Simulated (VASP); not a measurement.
# PbO (Litharge) (P4/nmm) in VASP: further runs, part 2 of 2

VASP 6.6.1.

## Step 4: Band structure, PBE0

POSCAR

```
PbO
1.0
    3.9900000000      0.0000000000      0.0000000000
    0.0000000000      3.9900000000      0.0000000000
    0.0000000000      0.0000000000      5.0100000000
Pb O
2 2
Direct
    0.5000000000      0.0000000000      0.7600000000
    0.0000000000      0.5000000000      0.2400000000
    0.5000000000      0.5000000000      0.0000000000
    0.0000000000      0.0000000000      0.0000000000
```

INCAR.step1

```
ALGO = Normal ; EDIFF = 1E-5
ENCUT = 520 ; GGA = PE
ISIF = 2 ; ISMEAR = 0
KPAR = 4 ; LASPH = True
LCHARG = False ; LREAL = False
LWAVE = True ; NELM = 100
PREC = Accurate ; SIGMA = 0.02
```

INCAR.step2

```
AEXX = 0.25 ; ALGO = Normal
EDIFF = 1E-6 ; ENCUT = 520
GGA = PE ; HFRCUT = -1
ISIF = 2 ; ISMEAR = 0
ISTART = 1 ; KPAR = 4
LASPH = True ; LCHARG = False
LHFCALC = True ; LREAL = False
LWAVE = False ; NELM = 100
PREC = Accurate ; PRECFOCK = Fast
SIGMA = 0.02
```

KPOINTS

```
k-points
0
Gamma
  6 6 4
```

KPOINTS_OPT

```
path GXMGZRAZ,XR,MA
10
line-mode
reciprocal
 0.0000000000  0.0000000000  0.0000000000  G
 0.0000000000  0.5000000000  0.0000000000  X

 0.0000000000  0.5000000000  0.0000000000  X
 0.5000000000  0.5000000000  0.0000000000  M

 0.5000000000  0.5000000000  0.0000000000  M
 0.0000000000  0.0000000000  0.0000000000  G

 0.0000000000  0.0000000000  0.0000000000  G
 0.0000000000  0.0000000000  0.5000000000  Z

 0.0000000000  0.0000000000  0.5000000000  Z
 0.0000000000  0.5000000000  0.5000000000  R

 0.0000000000  0.5000000000  0.5000000000  R
 0.5000000000  0.5000000000  0.5000000000  A

 0.5000000000  0.5000000000  0.5000000000  A
 0.0000000000  0.0000000000  0.5000000000  Z

 0.0000000000  0.5000000000  0.0000000000  X
 0.0000000000  0.5000000000  0.5000000000  R

 0.5000000000  0.5000000000  0.0000000000  M
 0.5000000000  0.5000000000  0.5000000000  A
```

Run with:

```console
> cat potpaw_PBE.64/Pb_d/POTCAR potpaw_PBE.64/O/POTCAR > POTCAR
> cp INCAR.step1 INCAR
> mpirun -np 4 vasp_std > vasp.out
> cp INCAR.step2 INCAR
> mpirun -np 4 vasp_std > vasp.out
```

Wall time 53 min (4 MPI ranks of AMD EPYC 9R45 (Zen 5), shared host); peak memory 0.35 GiB.

Results (log left out):

* Free energy: -28.5452 eV
* Pressure: -0.8 GPa
* Largest force: 0.591 eV/Å
* Band gap on the k mesh: 2.46 eV, indirect (least direct gap 3.90 eV)
* Band gap along the path: 2.46 eV, indirect (least direct gap 3.90 eV)

Forces in eV/Å, atoms in the order of the input:
```
Pb   0.000  0.000  0.591
Pb   0.000  0.000 -0.591
O    0.000  0.000  0.000
O    0.000  0.000  0.000
```

Stress tensor (GPa, compression positive):
```
-0.78  0.00  0.00
 0.00 -0.78  0.00
 0.00  0.00 -0.98
```

Levels at the corners of the path, in eV from the valence-band top:
```csv
point,band 18,band 19,band 20,band 21,band 22,band 23
Γ,-2.10,-2.10,0.00,3.95,7.21,7.21
X,-3.56,-1.95,-1.95,4.92,4.92,8.44
X,-3.56,-1.95,-1.95,4.92,4.92,8.43
M,-1.85,-1.44,-1.44,2.46,2.46,6.82
M,-1.85,-1.44,-1.44,2.46,2.46,6.82
Γ,-2.10,-2.10,0.00,3.95,7.21,7.21
Γ,-2.10,-2.10,0.00,3.95,7.21,7.21
Z,-2.13,-2.13,-1.27,3.55,5.49,5.49
Z,-2.13,-2.13,-1.27,3.55,5.49,5.49
R,-3.53,-1.24,-1.24,4.57,4.57,7.98
R,-3.53,-1.24,-1.24,4.57,4.57,7.98
A,-2.52,-1.44,-1.44,4.87,4.87,6.46
A,-2.52,-1.44,-1.44,4.87,4.87,6.46
Z,-2.13,-2.13,-1.27,3.55,5.49,5.49
X,-3.56,-1.95,-1.95,4.92,4.92,8.43
R,-3.53,-1.24,-1.24,4.57,4.57,7.98
M,-1.85,-1.44,-1.44,2.46,2.46,6.82
A,-2.52,-1.44,-1.44,4.87,4.87,6.46
```

Caveat: the PAW data sets were made with another functional, which shifts forces and pressure a little; spin-orbit coupling is left out, which as a rule narrows the gap of such compounds by several tenths of an eV.

## Step 5: Band structure, r2SCAN-EpsX

POSCAR is that of step 4.

INCAR.step1

```
ALGO = Normal ; EDIFF = 1E-8
ENCUT = 520 ; GGA = PE
ISIF = 2 ; ISMEAR = 0
KPAR = 4 ; LASPH = True
LCHARG = False ; LEPSILON = True
LREAL = False ; LWAVE = False
NELM = 100 ; PREC = Accurate
SIGMA = 0.02
```

KPOINTS.step1

```
Automatic mesh
0
G
  8 8 6
  0 0 0
```

INCAR.step2

```
ALGO = Normal ; EDIFF = 1E-5
ENCUT = 520 ; GGA = PE
ISIF = 2 ; ISMEAR = 0
KPAR = 4 ; LASPH = True
LCHARG = False ; LREAL = False
LWAVE = True ; NELM = 100
PREC = Accurate ; SIGMA = 0.02
```

KPOINTS.step2

```
k-points
0
Gamma
  6 6 4
```

INCAR.step3

```
AEXX = 0.1502 ; ALGO = Normal
EDIFF = 1E-6 ; ENCUT = 520
HFRCUT = -1 ; ISIF = 2
ISMEAR = 0 ; ISTART = 1
KPAR = 4 ; LASPH = True
LCHARG = False ; LHFCALC = True
LMIXTAU = True ; LREAL = False
LWAVE = False ; METAGGA = R2SCAN
NELM = 100 ; PREC = Accurate
PRECFOCK = Fast ; SIGMA = 0.02
```

KPOINTS.step3

```
k-points
0
Gamma
  6 6 4
```

KPOINTS_OPT is that of step 4.

Run with:

```console
> cat potpaw_PBE.64/Pb_d/POTCAR potpaw_PBE.64/O/POTCAR > POTCAR
> cp INCAR.step1 INCAR
> cp KPOINTS.step1 KPOINTS
> mpirun -np 4 vasp_std > vasp.out
> cp INCAR.step2 INCAR
> cp KPOINTS.step2 KPOINTS
> mpirun -np 4 vasp_std > vasp.out
> cp INCAR.step3 INCAR
> cp KPOINTS.step3 KPOINTS
> mpirun -np 4 vasp_std > vasp.out
```

Run time: 59 min. Hardware: 4 MPI ranks of AMD EPYC 9R45 (Zen 5), shared host; peak memory 0.53 GiB.

Results (log left out):

* Free energy: -117.9746 eV
* Pressure: -1.4 GPa
* Largest force: 0.576 eV/Å
* Band gap on the k mesh: 2.20 eV, indirect (least direct gap 3.52 eV)
* Band gap along the path: 2.20 eV, indirect (least direct gap 3.52 eV)

Forces in eV/Å, atoms in the order of the input:
```
Pb   0.000  0.000  0.576
Pb   0.000  0.000 -0.576
O    0.000  0.000  0.000
O    0.000  0.000  0.000
```

Stress tensor (GPa, compression positive):
```
-1.32  0.00  0.00
 0.00 -1.32  0.00
 0.00  0.00 -1.42
```

Levels at the corners of the path, in eV from the valence-band top:
| point | band 17 | band 18 | band 19 | band 20 | band 21 | band 22 | band 23 | band 24 |
| --- | --- | --- | --- | --- | --- | --- | --- | --- |
| Γ | -2.06 | -1.97 | -1.97 | 0.00 | 3.69 | 6.88 | 6.88 | 6.91 |
| X | -3.39 | -3.39 | -1.88 | -1.88 | 4.61 | 4.61 | 8.07 | 8.11 |
| X | -3.39 | -3.39 | -1.88 | -1.88 | 4.61 | 4.61 | 8.08 | 8.14 |
| M | -1.85 | -1.85 | -1.32 | -1.32 | 2.20 | 2.20 | 6.52 | 6.52 |
| M | -1.85 | -1.85 | -1.32 | -1.32 | 2.20 | 2.20 | 6.52 | 6.52 |
| Γ | -2.06 | -1.97 | -1.97 | 0.00 | 3.69 | 6.88 | 6.88 | 6.91 |
| Γ | -2.06 | -1.97 | -1.97 | 0.00 | 3.69 | 6.88 | 6.88 | 6.91 |
| Z | -2.10 | -2.00 | -2.00 | -1.18 | 3.24 | 5.17 | 5.17 | 5.34 |
| Z | -2.10 | -2.00 | -2.00 | -1.18 | 3.24 | 5.17 | 5.17 | 5.34 |
| R | -3.35 | -3.35 | -1.19 | -1.19 | 4.24 | 4.24 | 7.64 | 7.64 |
| R | -3.35 | -3.35 | -1.19 | -1.19 | 4.24 | 4.24 | 7.64 | 7.64 |
| A | -2.50 | -2.50 | -1.32 | -1.32 | 4.57 | 4.57 | 6.15 | 6.15 |
| A | -2.50 | -2.50 | -1.32 | -1.32 | 4.57 | 4.57 | 6.15 | 6.15 |
| Z | -2.10 | -2.00 | -2.00 | -1.18 | 3.24 | 5.17 | 5.17 | 5.34 |
| X | -3.39 | -3.39 | -1.88 | -1.88 | 4.61 | 4.61 | 8.07 | 8.10 |
| R | -3.35 | -3.35 | -1.19 | -1.19 | 4.24 | 4.24 | 7.64 | 7.64 |
| M | -1.85 | -1.85 | -1.32 | -1.32 | 2.20 | 2.20 | 6.52 | 6.52 |
| A | -2.50 | -2.50 | -1.32 | -1.32 | 4.57 | 4.57 | 6.15 | 6.15 |

Caveat: the PAW data sets were made with another functional, which shifts forces and pressure a little; spin-orbit coupling is left out, which as a rule narrows the gap of such compounds by several tenths of an eV.

## Step 6: The reference run

An earlier run on the cell as given: functional PBEsol; potentials or basis VASP PAW PBE potentials, release 64 (Pb_d, O); cutoff 520 eV; k mesh 7 × 7 × 6; occupations fermi-dirac, width 0.05 eV; no spin polarisation.

* Pressure: -0.8 GPa
* Largest force: 0.288 eV/Å
* Band gap on the k mesh: 1.37 eV, indirect (least direct gap 2.29 eV)

## Step 7: The runs side by side

```csv
task,level,k mesh,smearing,ladder,grid for exact exchange (PRECFOCK),screening parameter,exchange at q = 0,share of exact exchange,gap on the mesh (eV),pressure (GPa),largest force (eV/Å)
band structure,HSE06,6 × 6 × 4,gaussian 0.02 eV,gaps,Fast,0.2 1/A,-,-,1.83,-0.7,0.59
band structure,HSE03,6 × 6 × 4,gaussian 0.02 eV,gaps,Fast,-,-,-,1.65,-0.5,0.55
band structure,PBE0,6 × 6 × 4,gaussian 0.02 eV,gaps,Fast,-,truncated,-,2.46,-0.8,0.59
band structure,r2SCAN-EpsX,6 × 6 × 4,gaussian 0.02 eV,gaps,Fast,-,truncated,0.1502,2.20,-1.4,0.58
single point,PBEsol,7 × 7 × 6,fermi-dirac 0.05 eV,free,-,-,-,-,1.37,-0.8,0.29
```

Alike in all rows: potentials or basis VASP PAW PBE potentials, release 64 (Pb_d, O); no spin polarisation; cell as given; cutoff (eV) 520.

On the cell as given the gap runs from 1.37 eV (PBEsol) to 2.46 eV (PBE0); the meshes differ, which moves gaps too. The pressure there spans -1.4 GPa (r2SCAN-EpsX) to -0.5 GPa (HSE03); a positive pressure means that this level wants a larger cell, a negative one a smaller.

Caveats: the PAW data sets were made with another functional, which shifts forces and pressure a little; spin-orbit coupling is left out, which as a rule narrows the gap of such compounds by several tenths of an eV; an odd mesh through Γ misses points on the zone boundary, where band edges often lie (some runs).

Total energies depend on the potentials used, so only differences within one code and one set of settings carry meaning.
